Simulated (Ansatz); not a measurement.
# Pt: a line through an energy map

Aim: follow the energy of Pt (P6_3/mmc, No. 194; 2 atoms in the cell) along one coordinate, volume per atom, with the other held at total spin moment of the cell, held fixed = 0.9 μB.

This is Pt in the hcp structure; at room conditions it is fcc.

Method: DFT LDA, scalar-relativistic, plane waves, PAW, in Ansatz 0.2.0.

59 further runs of the same task are left out: 59 set aside as unsound or not needed. Runs told in other sessions of the task aren't counted.

## Step 1: The system as given

It takes space group P6_3/mmc (No. 194, hexagonal). Conventional cell: a = 2.708 Å, b = 2.708 Å, c = 4.677 Å, α = 90.00°, β = 90.00°, γ = 120.00°. Pt (site symmetry -6m2) is surrounded by 12 Pt at 2.71 to 2.81 Å.

As a file:

```
Pt
1.0
     2.70829    0.00000    0.00000
    -1.35415    2.34545    0.00000
     0.00000    0.00000    4.67651
Pt
2
Direct
  0.66667 0.33333 0.75000
  0.33333 0.66667 0.25000
```

It goes back to an entry of the Materials Project, which need not be the stable form.

This cell was relaxed beforehand with the same method: volume 14.85 Å³/atom, gap on the mesh none (metal).

## Step 2: The scan

The energy is mapped over volume and a fixed ferromagnetic moment.

First coordinate, volume per atom: 9 values from 12.18 to 17.53 Å³. Second coordinate, total spin moment of the cell, held fixed: 11 values from 0.0 to 1.0 μB.

Nothing else is relaxed (shape and fractional coordinates fixed). Points are written as (first, second).

## Step 3: Point (12.18 Å³, 0.9 μB)

The input, input.yaml:

```yaml
crystal:
  lattice:
    - [2.5349048657, 0.0, 0.0]
    - [-1.2674524328, 2.1952920098, 0.0]
    - [0.0, 0.0, 4.3771120513]
  atoms:
    - { symbol: Pt, position: [0.6666666667, 0.3333333333, 0.75], spin: 0.45 }
    - { symbol: Pt, position: [0.3333333333, 0.6666666667, 0.25], spin: 0.45 }
basis:
  ecutwfc: 420
kpoints:
  mp_grid: { grid: [21, 21, 10] }
hamiltonian:
  xc: lda
  pseudopotentials: { kind: paw, azcp: { folder: soft_1 } }
scf:
  occupations: { method: gaussian, width: 0.15 }
  lower_state_search: "off"
output:
  forces: true
  stress: true
  eigenvalues: true
  populations: true
magnetization:
  spin_polarized: true
  initial_magnetization: 0.9
  spin_locking: { lock_magnetization: hard }
```

Started as:

```bash
ansatz run input.yaml --threads 2 --pin off --max-ram 4096MiB --backend cpu --events-out ev --progress --plain --runs-dir out
```

Log, shortened:

```text
Warning: <dir> the record states the generating functional pbe (its physics header spells it `PBE`), which answers neither for hamiltonian.xc's functional nor for the lda family's — results may be inconsistent (PPs are generated against a specific XC)
Warning: output.stress: scf.convergence.dr2_threshold = 1e-7 eV (the SCF's general default) is looser than the 2e-10 eV advised for a printed stress (1e-10 eV for each atom of the cell: 2). What an SCF threshold leaves in a stress goes as its square root, and in the free energy as the [...]
Warning: RAYON_NUM_THREADS=2 ignored (pool sized by the plan → 2); use --threads N
[...]
Pseudopotentials: kind: paw
Pseudopotential: Pt, paw, valence charge 18, recommended cutoff 420 eV (normal), <dir>
Functional definition: SPW92
[...]
Crystal: 2 atoms, lattice volume = 24.358 Å³
Basis set: ecut = 420 eV, 513 PW (Γ)
Bands: 23, of which v1, the nominal top of the filled ones, is band 18 counted from 1 (17 counted from 0)
Symmetry: 24 space group operations
Space group: P63/mmc (ITA 194), of the structure as read, at distance tolerance 2.9e-5 Å
Magnetic group: BNS 194.263 (UNI 1493), of the structure as read, at distance tolerance 2.9e-5 Å
k-points: 288 of 4410
[...]
Starting moments: Σ|m| = 0.9 μB on 2 of 2 sites
[...]
SCF iter   1: F=—  HF=-24491.533674 eV  |F-HF|=—  |Δ(HF+E_count)|=         —  Δρ=4.86e-2 (↑4.45e-2 ↓4.86e-2)  dr2=1.56e0  dr2_m=1.66e-2  M=0.900 μB ∫|m|=0.900 μB  β_m=0.30  ethr=3.10e-3  ⟨swp⟩=4.9  Hψ=54463  notcnv=0
[...]
spin=Collinear: Kerker preconditioning applied to the charge; magnetization (m = ρ↑ − ρ↓) channel mixes plain (no charge-response kernel on spin).
[...]
SCF iter   7: F=-24490.964205 eV  HF=-24490.964205 eV  |F-HF|=3.15e-9  |Δ(HF+E_count)|=   2.07e-8  Δρ=3.24e-6 (↑3.15e-6 ↓3.24e-6)  dr2=7.19e-9  dr2_m=4.12e-12  M=0.900 μB ∫|m|=0.901 μB  ethr=2.78e-10  ⟨swp⟩=6.1  Hψ=44802  notcnv=0
[...]
SCF converged after 7 iterations
Stability checked in part: among states of this total moment the steps that led to this state did not find it unstable. No probe was made; neither looks for a lower state of another moment (fixed_total_moment; see scf.lower_state_search)
Magnetization: 0.9000 μB (18.4500 up, 17.5500 down)
Absolute magnetization: 0.9006 μB (∫|ρ↑−ρ↓|, with the PAW one-centre terms)
Spin contamination: 0.0003 ħ² per cell (⟨S²⟩ above its minimum at these occupations)
Per-site moments (μB) at R_I (Å): [(0.4266929240270212, 1.0456482570838694), (0.4266929240270213, 1.0456482570838694)]
Free energy (F): -24490.964205 eV
[...]
E sigma→0 (E₀):  -24490.952068 eV
Entropy (-TS):   -0.024274 eV (-12.137 meV/atom)
Fermi energy:    30.450326 (↑ 30.687544, ↓ 30.213108) eV
[...]
--- Forces (eV/Å), atoms counted from 1 ---
  atom   1  Pt     0.00000000    -0.00000000     0.00000000
  atom   2  Pt    -0.00000000     0.00000000     0.00000000
[...]
--- Stress (GPa, compression-positive) ---
      108.955364      -0.000000       0.000000
        0.000000     108.955364       0.000000
        0.000000       0.000000      90.494371
  P = ⅓ Tr σ = 102.8017 GPa (1028.017 kbar)
--- Band table (eV; the first three rows and the last of 576) ---
  k-point 0 ↑: bands = ["-69.2668", "-69.1955", "-23.7976", "-23.0132", "-23.0132", "-22.9099", "-22.9099", "-22.9087", "17.4928", "20.2681", "24.3055", "25.0894", "25.0894", "25.6762", "25.6762", "27.4205", "27.4205", "28.4691", "29.9003", "29.9003", "36.9555", "44.6861", "45.6841"]
[...]
--- Löwdin populations: 2 sites ---
  site symbol       q [e]    m [muB]
     0     Pt     17.8359     0.4496
     1     Pt     17.8359     0.4496
  spilling = 0.009119 (of n_electrons = 36.000000)
```

It took 4.5 s on 2 threads of Intel Xeon 6975P-C (Granite Rapids), shared host; peak memory 0.53 GiB.

## Step 4: Point (12.85 Å³, 0.9 μB)

Edit input.yaml of step 3 so:

```diff
@@ -2,5 +2,5 @@
   lattice:
-    - [2.5349048657, 0.0, 0.0]
-    - [-1.2674524328, 2.1952920098, 0.0]
-    - [0.0, 0.0, 4.3771120513]
+    - [2.5804946569, 0.0, 0.0]
+    - [-1.2902473284, 2.2347739272, 0.0]
+    - [0.0, 0.0, 4.4558335951]
   atoms:
```

Started as:

```bash
ansatz run input.yaml --threads 2 --pin off --max-ram 4096MiB --backend cpu --events-out ev --progress --plain --runs-dir out
```

Log, shortened:

```text
[...]
SCF converged after 7 iterations
Stability checked in part: among states of this total moment the steps that led to this state did not find it unstable. No probe was made; neither looks for a lower state of another moment (fixed_total_moment; see scf.lower_state_search)
Magnetization: 0.9000 μB (18.4500 up, 17.5500 down)
Absolute magnetization: 0.9010 μB (∫|ρ↑−ρ↓|, with the PAW one-centre terms)
Spin contamination: 0.0004 ħ² per cell (⟨S²⟩ above its minimum at these occupations)
Per-site moments (μB) at R_I (Å): [(0.42968357400308127, 1.0644540459699618), (0.4296835740030814, 1.0644540459699618)]
Free energy (F): -24491.661426 eV
[...]
E sigma→0 (E₀):  -24491.648207 eV
Entropy (-TS):   -0.026438 eV (-13.219 meV/atom)
Fermi energy:    28.444780 (↑ 28.650118, ↓ 28.239441) eV
[...]
--- Forces (eV/Å), atoms counted from 1 ---
  atom   1  Pt    -0.00000000    -0.00000000     0.00000000
  atom   2  Pt     0.00000000     0.00000000     0.00000000
[...]
--- Stress (GPa, compression-positive) ---
       70.426856       0.000000       0.000000
        0.000000      70.426856       0.000000
        0.000000       0.000000      56.865626
  P = ⅓ Tr σ = 65.9064 GPa (659.064 kbar)
--- Band table (eV; the first three rows and the last of 576) ---
  k-point 0 ↑: bands = ["-71.0216", "-70.9666", "-25.4444", "-24.8156", "-24.8156", "-24.7295", "-24.7295", "-24.7130", "16.1733", "18.9476", "22.7862", "23.5109", "23.5109", "24.0460", "24.0460", "25.6611", "25.6611", "26.7035", "27.9347", "27.9347", "34.4840", "42.9186", "43.8428"]
[...]
--- Löwdin populations: 2 sites ---
  site symbol       q [e]    m [muB]
     0     Pt     17.8381     0.4503
     1     Pt     17.8381     0.4503
  spilling = 0.008994 (of n_electrons = 36.000000)
```

Run time: 4.6 s. Hardware: 2 threads of Intel Xeon 6975P-C (Granite Rapids), shared host; peak memory 0.54 GiB.

## Step 5: The run at (13.52 Å³, 0.9 μB)

Edit input.yaml of step 4 so:

```diff
@@ -2,5 +2,5 @@
   lattice:
-    - [2.5804946569, 0.0, 0.0]
-    - [-1.2902473284, 2.2347739272, 0.0]
-    - [0.0, 0.0, 4.4558335951]
+    - [2.6244633715, 0.0, 0.0]
+    - [-1.3122316858, 2.272851951, 0.0]
+    - [0.0, 0.0, 4.5317559673]
   atoms:
```

Started as:

```bash
ansatz run input.yaml --threads 2 --pin off --max-ram 4096MiB --backend cpu --events-out ev --progress --plain --runs-dir out
```

Log, shortened:

```text
Warning: <dir> the record states the generating functional pbe (its physics header spells it `PBE`), which answers neither for hamiltonian.xc's functional nor for the lda family's — results may be inconsistent (PPs are generated against a specific XC)
Warning: output.stress: scf.convergence.dr2_threshold = 1e-7 eV (the SCF's general default) is looser than the 2e-10 eV advised for a printed stress (1e-10 eV for each atom of the cell: 2). What an SCF threshold leaves in a stress goes as its square root, and in the free energy as the [...]
Warning: RAYON_NUM_THREADS=2 ignored (pool sized by the plan → 2); use --threads N
[...]
Pseudopotentials: kind: paw
Pseudopotential: Pt, paw, valence charge 18, recommended cutoff 420 eV (normal), <dir>
Functional definition: SPW92
[...]
Crystal: 2 atoms, lattice volume = 27.032 Å³
Basis set: ecut = 420 eV, 549 PW (Γ)
Bands: 23, of which v1, the nominal top of the filled ones, is band 18 counted from 1 (17 counted from 0)
Symmetry: 24 space group operations
Space group: P63/mmc (ITA 194), of the structure as read, at distance tolerance 3.0e-5 Å
[...]
Magnetization: 0.9000 μB (18.4500 up, 17.5500 down)
Absolute magnetization: 0.9015 μB (∫|ρ↑−ρ↓|, with the PAW one-centre terms)
Spin contamination: 0.0005 ħ² per cell (⟨S²⟩ above its minimum at these occupations)
Per-site moments (μB) at R_I (Å): [(0.432334002408335, 1.0825911407388065), (0.4323340024083351, 1.0825911407388065)]
Free energy (F): -24492.089640 eV
[...]
E sigma→0 (E₀):  -24492.075368 eV
Entropy (-TS):   -0.028544 eV (-14.272 meV/atom)
Fermi energy:    26.639545 (↑ 26.817349, ↓ 26.461742) eV
[...]
--- Forces (eV/Å), atoms counted from 1 ---
  atom   1  Pt     0.00000000     0.00000000     0.00000000
  atom   2  Pt    -0.00000000     0.00000000    -0.00000000
[...]
--- Stress (GPa, compression-positive) ---
       41.327268       0.000000       0.000000
        0.000000      41.327268      -0.000000
        0.000000      -0.000000      31.623286
  P = ⅓ Tr σ = 38.0926 GPa (380.926 kbar)
--- Band table (eV; the first three rows and the last of 576) ---
[... band rows left out ...]
[...]
--- Löwdin populations: 2 sites ---
  site symbol       q [e]    m [muB]
     0     Pt     17.8409     0.4510
     1     Pt     17.8409     0.4510
  spilling = 0.008841 (of n_electrons = 36.000000)
```

It took 4.8 s on 2 threads of Intel Xeon 6975P-C (Granite Rapids), shared host; peak memory 0.56 GiB.

## Step 6: Point (14.19 Å³, 0.9 μB)

Edit input.yaml of step 5 so:

```diff
@@ -2,5 +2,5 @@
   lattice:
-    - [2.6244633715, 0.0, 0.0]
-    - [-1.3122316858, 2.272851951, 0.0]
-    - [0.0, 0.0, 4.5317559673]
+    - [2.667068898, 0.0, 0.0]
+    - [-1.333534449, 2.3097494193, 0.0]
+    - [0.0, 0.0, 4.6053244732]
   atoms:
```

Started as:

```bash
ansatz run input.yaml --threads 2 --pin off --max-ram 4096MiB --backend cpu --events-out ev --progress --plain --runs-dir out
```

Log, shortened:

```text
Warning: <dir> the record states the generating functional pbe (its physics header spells it `PBE`), which answers neither for hamiltonian.xc's functional nor for the lda family's — results may be inconsistent (PPs are generated against a specific XC)
Warning: output.stress: scf.convergence.dr2_threshold = 1e-7 eV (the SCF's general default) is looser than the 2e-10 eV advised for a printed stress (1e-10 eV for each atom of the cell: 2). What an SCF threshold leaves in a stress goes as its square root, and in the free energy as the [...]
Warning: RAYON_NUM_THREADS=2 ignored (pool sized by the plan → 2); use --threads N
[...]
Pseudopotentials: kind: paw
Pseudopotential: Pt, paw, valence charge 18, recommended cutoff 420 eV (normal), <dir>
Functional definition: SPW92
[...]
Crystal: 2 atoms, lattice volume = 28.370 Å³
Basis set: ecut = 420 eV, 549 PW (Γ)
Bands: 23, of which v1, the nominal top of the filled ones, is band 18 counted from 1 (17 counted from 0)
Symmetry: 24 space group operations
Space group: P63/mmc (ITA 194), of the structure as read, at distance tolerance 3.0e-5 Å
[...]
Magnetization: 0.9000 μB (18.4500 up, 17.5500 down)
Absolute magnetization: 0.9022 μB (∫|ρ↑−ρ↓|, with the PAW one-centre terms)
Spin contamination: 0.0005 ħ² per cell (⟨S²⟩ above its minimum at these occupations)
Per-site moments (μB) at R_I (Å): [(0.43472129985085833, 1.1001659204222929), (0.4347212998508584, 1.1001659204222929)]
Free energy (F): -24492.315730 eV
[...]
E sigma→0 (E₀):  -24492.300418 eV
Entropy (-TS):   -0.030625 eV (-15.312 meV/atom)
Fermi energy:    25.002216 (↑ 25.156062, ↓ 24.848369) eV
[...]
--- Forces (eV/Å), atoms counted from 1 ---
  atom   1  Pt     0.00000000    -0.00000000     0.00000000
  atom   2  Pt     0.00000000     0.00000000     0.00000000
[...]
--- Stress (GPa, compression-positive) ---
       19.249750       0.000000       0.000000
       -0.000000      19.249750       0.000000
        0.000000       0.000000      12.600717
  P = ⅓ Tr σ = 17.0334 GPa (170.334 kbar)
--- Band table (eV; the first three rows and the last of 576) ---
[... band rows left out ...]
[...]
--- Löwdin populations: 2 sites ---
  site symbol       q [e]    m [muB]
     0     Pt     17.8440     0.4516
     1     Pt     17.8440     0.4516
  spilling = 0.008669 (of n_electrons = 36.000000)
```

Wall time 4.9 s (2 threads of Intel Xeon 6975P-C (Granite Rapids), shared host); peak memory 0.56 GiB.

[end of part 1 of 2]
